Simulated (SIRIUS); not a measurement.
# Pd in SIRIUS: convergence with gk cutoff

Crystal: Pd.

```
CELL_PARAMETERS angstrom
0.00000 1.94650 1.94650
1.94650 0.00000 1.94650
1.94650 1.94650 0.00000
ATOMIC_POSITIONS crystal
Pd 0.00000 0.00000 0.00000
```

```yaml
Program: SIRIUS 7.12.0
Task: convergence study
Functional: PBE
Potentials_or_basis: all-electron FP-LAPW
Cutoff: 50 eV
Basis: apw+lo standard
k_mesh: 12 × 12 × 12
Occupations: fermi-dirac, width 0.05 eV
Spin: no spin polarisation
```

These are the settings of the first run; the series varies gk cutoff, with any setting tied to it.

Hardware: 1 thread of Arm Neoverse V2, with other jobs on the host.

| gk cutoff | energy less the tightest run, at zero smearing (meV/atom) | SCF cycles | CPU time (s) | peak memory (GiB) |
| --- | --- | --- | --- | --- |
| 1.91 1/bohr | 4316.96 | 7 | 18 | 0.26 |
| 2.25 1/bohr | 1678.88 | 8 | 21 | 0.26 |
| 2.6 1/bohr | 544.18 | 7 | 20 | 0.27 |
| 2.94 1/bohr | 154.85 | 8 | 22 | 0.28 |
| 3.29 1/bohr | 36.83 | 7 | 20 | 0.29 |
| 3.64 1/bohr | 7.41 | 7 | 23 | 0.32 |
| 3.98 1/bohr | 0.00 | 7 | 27 | 0.38 |

Not settled before the last step: the energy (to 1 meV/atom). The tightest run that finished is the yardstick and may itself not be fully converged.
